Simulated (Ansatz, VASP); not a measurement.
## AlPt in VASP and in Ansatz

File POSCAR:

```
AlPt
1.0
    3.1187856943      0.0000000000      0.0000000000
    0.0000000000      3.1187856943      0.0000000000
    0.0000000000      0.0000000000      3.1187856943
Al Pt
1 1
Direct
    0.0000000000      0.0000000000      0.0000000000
    0.5000000000      0.5000000000      0.5000000000
```

INCAR.step1

```
  ALGO = Normal
  EDIFF = 1E-4
  ENCUT = 520
  GGA = PE
  ISMEAR = 1
  LASPH = True
  LCHARG = False
  LREAL = False
  LWAVE = True
  NBANDS = 14
  NELM = 80
  PREC = Accurate
  SIGMA = 0.05
```

INCAR.step2

```
  ALGO = Normal
  EDIFF = 1E-6
  ENCUT = 520
  ISIF = 2
  ISMEAR = 1
  ISTART = 1
  LASPH = True
  LCHARG = True
  LELF = True
  LMIXTAU = True
  LREAL = False
  LVHAR = True
  LWAVE = False
  METAGGA = R2SCAN
  NBANDS = 14
  NELM = 80
  PREC = Accurate
  SIGMA = 0.05
```

The input KPOINTS:

```
k-points
0
Gamma
  11 11 11
```

Input for Ansatz:

```yaml
crystal:
  lattice:
    - [3.118785694304923, 0.0, 0.0]
    - [0.0, 3.118785694304923, 0.0]
    - [0.0, 0.0, 3.118785694304923]
  atoms:
    - { symbol: Al, position: [0.0, 0.0, 0.0] }
    - { symbol: Pt, position: [0.5, 0.5, 0.5] }
basis:
  ecutwfc: 612.25619053473
kpoints:
  mp_grid:
    grid: [11, 11, 11]
hamiltonian:
  xc: r2scan
  pseudopotentials:
    kind: paw
scf:
  occupations:
    method: cold
    width: 0.05
output:
  stress: true
```

Measurements of this composition are mostly on another form, of space group No. 198.

Alike in both runs: task single point; functional r2SCAN; k mesh 11 × 11 × 11; no spin polarisation.

|  | VASP | Ansatz |
| --- | --- | --- |
| version | VASP 6.6.1 | Ansatz 0.2.0 |
| potentials or method | VASP PAW PBE potentials, release 64 (Al, Pt) | plane waves, PAW |
| plane-wave cutoff (eV) | 520 | 612 |
| occupations | methfessel-paxton of order 1, width 0.05 eV | cold, width 0.05 eV |
| valence electrons in the cell | 13 | 21 |

|  | VASP | Ansatz | Ansatz less VASP |
| --- | --- | --- | --- |
| pressure (GPa) | -9.5 | -9.3 | +0.22 |

The two sets of potentials don't hold the same shells in valence.

Caveats: the PAW data sets were made with another functional, which shifts forces and pressure a little (VASP). Spin-orbit coupling is left out, which matters for the levels of Pt.
